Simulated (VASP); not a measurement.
# Mg (Im-3m) in VASP: further runs, part 2 of 2

VASP 6.6.1. Earlier steps stand in the parts before.

## (3) Relaxation of cell and atoms, PBE (random cell by space group and Wyckoff sites (Im-3m, No. 229))

The input, INCAR:

```
SYSTEM = Mg
ALGO = Normal ; EDIFF = 1E-7
EDIFFG = -0.01 ; ENCUT = 600
GGA = PE ; IBRION = 2
ISIF = 3 ; ISMEAR = 0
LASPH = .TRUE. ; LCHARG = .FALSE.
LREAL = .FALSE. ; LWAVE = .FALSE.
NELM = 100 ; NSW = 100
PREC = Accurate ; SIGMA = 0.1
```

The input, KPOINTS:

```
k-points
0
G
  12 12 12
  0 0 0
```

The input, POSCAR:

```
Mg
1.0
   -2.8709216966      2.8709216966      2.8709216966
    2.8709216966     -2.8709216966      2.8709216966
    2.8709216966      2.8709216966     -2.8709216966
Mg
3
Direct
    0.0000000000      0.5000000000      0.5000000000
    0.5000000000      0.0000000000      0.5000000000
    0.5000000000      0.5000000000      0.0000000000
```

Potentials or basis: VASP PAW PBE potentials, release 64 (Mg).

Started as:

```console
$ cat potpaw_PBE.64/Mg/POTCAR > POTCAR
$ mpirun -np 1 vasp_std > vasp.out
```

OUTCAR:

```text
SYSTEM = Mg
   EDIFF = 1E-7
   EDIFFG = -0.01
   ENCUT = 600
   GGA = PE
   IBRION = 2
   ISIF = 3
   ISMEAR = 0
   LASPH = .TRUE.
   LREAL = .FALSE.
   NELM = 100
   NSW = 100
   PREC = Accurate

 ion  position               nearest neighbor table
   1  0.000  0.500  0.500-   2 2.87   3 2.87   3 2.87   2 2.87
   2  0.500  0.000  0.500-   1 2.87   3 2.87   3 2.87   1 2.87
   3  0.500  0.500  0.000-   1 2.87   2 2.87   2 2.87   1 2.87

  LATTYP: Found a body centered cubic cell.
 ALAT       =     5.7418433932

  Lattice vectors:

 A1 = (  -2.8709216966,   2.8709216966,   2.8709216966)
 A2 = (   2.8709216966,  -2.8709216966,   2.8709216966)
 A3 = (   2.8709216966,   2.8709216966,  -2.8709216966)

Analysis of symmetry for initial positions (statically):
=====================================================================
 Subroutine PRICEL returns:
 Original cell was already a primitive cell.

 Routine SETGRP: Setting up the symmetry group for a
 body centered cubic supercell.

 Subroutine GETGRP returns: Found 48 space group operations
 (whereof 48 operations were pure point group operations)
 out of a pool of 48 trial point group operations.

The static configuration has the point symmetry O_h .

Analysis of symmetry for dynamics (positions and initial velocities):
=====================================================================
 Subroutine PRICEL returns:
 Original cell was already a primitive cell.

 Routine SETGRP: Setting up the symmetry group for a
 body centered cubic supercell.

 Subroutine GETGRP returns: Found 48 space group operations
 (whereof 48 operations were pure point group operations)
 out of a pool of 48 trial point group operations.

The dynamic configuration has the point symmetry O_h .

 Subroutine INISYM returns: Found 48 space group operations
 (whereof 48 operations are pure point group operations),
 and found     1 'primitive' translations

----------------------------------------------------------------------------------------

                                     Primitive cell

  volume of cell :      94.6507

  direct lattice vectors                    reciprocal lattice vectors
    -2.870921697  2.870921697  2.870921697     0.000000000  0.174160097  0.174160097
     2.870921697 -2.870921697  2.870921697     0.174160097  0.000000000  0.174160097
     2.870921697  2.870921697 -2.870921697     0.174160097  0.174160097  0.000000000

  length of vectors
     4.972582243  4.972582243  4.972582243     0.246299571  0.246299571  0.246299571

  position of ions in fractional coordinates (direct lattice)
     0.000000000  0.500000000  0.500000000
     0.500000000  0.000000000  0.500000000
     0.500000000  0.500000000  0.000000000

  ion indices of the primitive-cell ions
   primitive index   ion index
                 1           1
                 2           2
                 3           3

----------------------------------------------------------------------------------------

 KPOINTS: k-points

[... 51 lines left out ...]
   total plane-waves  NPLWV =  64000
   dimension x,y,z NGX =    40 NGY =   40 NGZ =   40
   dimension x,y,z NGXF=    80 NGYF=   80 NGZF=   80
   ions per type =               3
   NGX,Y,Z   is equivalent  to a cutoff of  13.37, 13.37, 13.37 a.u.
   NGXF,Y,Z  is equivalent  to a cutoff of  26.75, 26.75, 26.75 a.u.
 SYSTEM =  Mg
   PREC   = accura    normal or accurate (medium, high low for compatibility)
   ISTART =      0    job   : 0-new  1-cont  2-samecut
   ICHARG =      2    charge: 1-file 2-atom 10-const
   ISPIN  =      1    spin polarized calculation?
   LNONCOLLINEAR =      F non collinear calculations
   LSORBIT =      F    spin-orbit coupling
   LASPH  =      T    aspherical Exc in radial PAW
   ENCUT  =  600.0 eV  44.10 Ry    6.64 a.u.   9.93  9.93  9.93*2*pi/ulx,y,z
   NELM   =    100;   NELMIN=  2; NELMDL= -5     # of ELM steps
   EDIFF  = 0.1E-06   stopping-criterion for ELM
   LREAL  =      F    real-space projection
   EDIFFG = -.1E-01   stopping-criterion for IOM
   NSW    =    100    number of steps for IOM
   IBRION =      2    ionic relax: 0-MD 1-quasi-New 2-CG
   NFREE  =      1    steps in history (QN), initial steepest desc. (CG)
   ISIF   =      3    stress and relaxation
   ISYM   =      2    0-nonsym 1-usesym 2-fastsym
   POTIM  = 0.5000    time-step for ionic-motion
   TEBEG  =    0.0;   TEEND  =   0.0 temperature during run
   PSTRESS=    0.0 pullay stress
   NELECT =       6.0000    total number of electrons
   NUPDOWN=      -1.0000    fix difference up-down
   EMIN   =  10.00;   EMAX   =-10.00  energy-range for DOS
   EFERMI =   0.00;   METHOD = LEGACY
   ISMEAR =     0;   SIGMA  =   0.10  broadening in eV -4-tet -1-fermi 0-gaus
   EFERMI_NEDOS =   21; number of points for ismear=-14 and -15
   IALGO  =     38    algorithm
   IMIX   =      4    mixing-type and parameters
     AMIX     =   0.40;   BMIX     =  1.00
     AMIX_MAG =   1.60;   BMIX_MAG =  1.00
  volume/ion in A,a.u.               =      31.55       212.91
  Fermi-wavevector in a.u.,A,eV,Ry     =   0.652756  1.233529  5.797304  0.426090
  Thomas-Fermi vector in A             =   1.722777
   LORBIT       =      0    0 simple, 1 ext, 2 COOP (PROOUT), +10 PAW based schemes
   GGA     = PE    functional components
   LHFCALC =     F    Hartree Fock is set to
   AEXX    =    0.0000 exact exchange contribution
   IVDW    =     0    specifies the selected vdW correction
   LEPSILON=     F    determine dielectric tensor
   LRPA    =     F    only Hartree local field effects (RPA)
 conjugate gradient relaxation of ions
 non-spin polarized calculation
 Gauss-broadening in eV      SIGMA  =   0.10
  energy-cutoff  :      600.00
  volume of cell :       94.65
 maximum number of plane-waves:      3252
   NGX = 19   NGY = 19   NGZ = 19

--------------------------------------- Ionic step        1  -------------------------------------------

 number of electron       6.0000000 magnetization

 Free energy of the ion-electron system (eV)
  ---------------------------------------------------
  ext. energy  EPLUGINS =         0.00000000
  ---------------------------------------------------
  free energy    TOTEN  =        -2.94832049 eV

  energy without entropy =       -2.94273440  energy(sigma->0) =       -2.94552745

------------------------ aborting loop because EDIFF is reached ----------------------------------------

  FORCE on cell =-STRESS in cart. coord.  units (eV):
  Direction    XX          YY          ZZ          XY          YZ          ZX
  --------------------------------------------------------------------------------------
  -------------------------------------------------------------------------------------
  Total        0.1822678      0.1822678      0.1822678     -0.0000000     -0.0000000      0.0000000
  in kB        3.0852943      3.0852943      3.0852943     -0.0000000     -0.0000000      0.0000000
  external PRESSURE =       3.0852943 kB  Pullay stress =       0.0000000 kB
[... 61 lines left out ...]
--------------------------------------- Ionic step        3  -------------------------------------------

 number of electron       6.0000000 magnetization

 Free energy of the ion-electron system (eV)
  ---------------------------------------------------
  ext. energy  EPLUGINS =         0.00000000
  ---------------------------------------------------
  free energy    TOTEN  =        -2.94985036 eV

  energy without entropy =       -2.94402956  energy(sigma->0) =       -2.94693996

 E-fermi :   0.9655     XC(G=0):  -7.3625

 val. band max:        0.9155649045   @ k =  -0.1667   0.1667   0.1667
 cond. band min:       0.9805525503   @ k =   0.3333   0.1667   0.0833
 fundamental gap:      0.0649876459
 Fermi energy:         0.9655054808

 k-point     1 :       0.0000    0.0000    0.0000
  band No.  band energies     occupation
      1      -4.6694      2.00000
      2       2.6182      0.00000
      3       2.6182      0.00000
      4       2.6182      0.00000
      5       4.1765      0.00000
      6       4.1765      0.00000
      7       4.6497      0.00000
[... 221 lines left out ...]
 k-point    24 :       0.4167    0.0833    0.0833
  band No.  band energies     occupation
      1      -2.6739      2.00000
      2      -2.0663      2.00000
      3       0.1962      2.00000
      4       1.3624      0.00000
      5       2.8735      0.00000
      6       4.0740      0.00000
      7       5.1635      0.00000

 [... further k-points ...]

------------------------ aborting loop because EDIFF is reached ----------------------------------------

  FORCE on cell =-STRESS in cart. coord.  units (eV):
  Direction    XX          YY          ZZ          XY          YZ          ZX
  --------------------------------------------------------------------------------------
  -------------------------------------------------------------------------------------
  Total       -0.0083464     -0.0083464     -0.0083464     -0.0000000     -0.0000000      0.0000000
  in kB       -0.1387893     -0.1387893     -0.1387893     -0.0000000     -0.0000000      0.0000000
  external PRESSURE =      -0.1387893 kB  Pullay stress =       0.0000000 kB
[... 18 lines left out ...]
  FREE ENERGIE OF THE ION-ELECTRON SYSTEM (eV)
  ---------------------------------------------------
  free  energy   TOTEN  =        -2.9498503571 eV

  energy  without entropy=       -2.9440295554  energy(sigma->0) =       -2.94693996

 reached required accuracy - stopping structural energy minimisation
```

Wall time 54 s (1 thread of Intel Xeon 6975P-C (Granite Rapids), shared host); peak memory 0.27 GiB.

Results:

```yaml
Free_energy: -2.9499 eV
Relaxed_volume: 32.12 Å³/atom
Relaxed_cell: a = 5.002 Å, b = 5.002 Å, c = 5.002 Å, α = 109.47°, β = 109.47°, γ = 109.47°
Space_group_after_relaxing_to_0.05_Å: Im-3m (No. 229)
Energy_gained_by_relaxing: 0.5 meV/atom
Ionic_steps: 3
Pressure_after_relaxing: 0.0 GPa
Band_gap_on_the_k_mesh: none (metal or under the smearing width)
```

Step by step:
```csv
step,energy change (eV),largest force (eV/Å),pressure (GPa),volume (Å³)
1,0.0000,0.0000,0.31,94.65
2,-0.0012,0.0000,0.15,95.49
3,-0.0015,0.0000,-0.01,96.35
```

Final structure:
```
Mg
1.0
    -2.88801    2.88801    2.88801
     2.88801   -2.88801    2.88801
     2.88801    2.88801   -2.88801
Mg
3
Direct
  0.00000 0.50000 0.50000
  0.50000 0.00000 0.50000
  0.50000 0.50000 0.00000
```

Levels at points of the mesh, in eV from the Fermi level:
```csv
k point,band 1,band 2,band 3,band 4,band 5,band 6,band 7
"(0.00, 0.00, 0.00)",-5.63,1.65,1.65,1.65,3.21,3.21,3.68
"(0.50, 0.00, 0.00)",-3.76,-3.12,0.38,0.60,1.60,1.66,4.11
"(0.50, 0.50, 0.50)",-1.98,-1.98,-1.14,-1.14,-1.14,0.74,6.66
```

## (4) Single point, PBE (random cell by space group and Wyckoff sites (Im-3m, No. 229))

The input, INCAR:

```
PREC = Accurate
ENCUT = 520
EDIFF = 1E-6
ISMEAR = 0
SIGMA = 0.1
LREAL = F
LASPH = T
NELM = 80
ALGO = Normal
ISIF = 2
LWAVE = F
LCHARG = T
GGA = PE
LELF = T
LVHAR = T
NBANDS = 10
```

The input, KPOINTS:

```
Automatic mesh
0
Gamma
  6 6 6
```

The input, POSCAR:

```
Mg
1.0
   -2.6412619500      2.6412619500      2.6412619500
    2.6412619500     -2.6412619500      2.6412619500
    2.6412619500      2.6412619500     -2.6412619500
Mg
3
Direct
    0.0000000000      0.5000000000      0.5000000000
    0.5000000000      0.0000000000      0.5000000000
    0.5000000000      0.5000000000      0.0000000000
```

Started as:

```console
$ cat potpaw_PBE.64/Mg/POTCAR > POTCAR
$ mpirun -np 1 vasp_std > vasp.out
```

It took 7.5 s on 1 thread of Intel Xeon 6975P-C (Granite Rapids), shared host; peak memory 0.19 GiB.

Results (log left out):

| Item | Value |
| --- | --- |
| Free energy | -2.5187 eV |
| Pressure | 7.7 GPa |
| Band gap on the k mesh | none (metal or under the smearing width) |

Levels at points of the mesh, in eV from the Fermi level:
```tsv
k point	band 1	band 2	band 3	band 4	band 5	band 6	band 7
(0.00, 0.00, 0.00)	-6.79	1.98	1.98	1.98	3.53	3.53	3.53
(0.50, 0.00, 0.00)	-4.45	-3.84	0.21	0.99	1.41	1.68	4.81
(0.50, 0.50, 0.50)	-2.01	-2.01	-1.71	-1.71	-1.71	0.47	7.63
```

## (5) Summary

| task | cell | k mesh | cutoff (eV) | gap on the mesh (eV) | pressure (GPa) |
| --- | --- | --- | --- | --- | --- |
| single point | random cell by space group and Wyckoff sites (Im-3m, No. 229) | 12 × 12 × 12 | 520 | none | 0.0 |
| relaxation of cell and atoms | relaxed from: random cell by space group and Wyckoff sites (Im-3m, No. 229) | 12 × 12 × 12 | 600 | none | 0.0 |
| single point | random cell by space group and Wyckoff sites (Im-3m, No. 229) | 6 × 6 × 6 | 520 | none | 7.7 |

Alike in all rows: level PBE; potentials or basis VASP PAW PBE potentials, release 64 (Mg); no spin polarisation; smearing gaussian 0.1 eV.

Absolute energies hang on the potentials; compare differences alone.
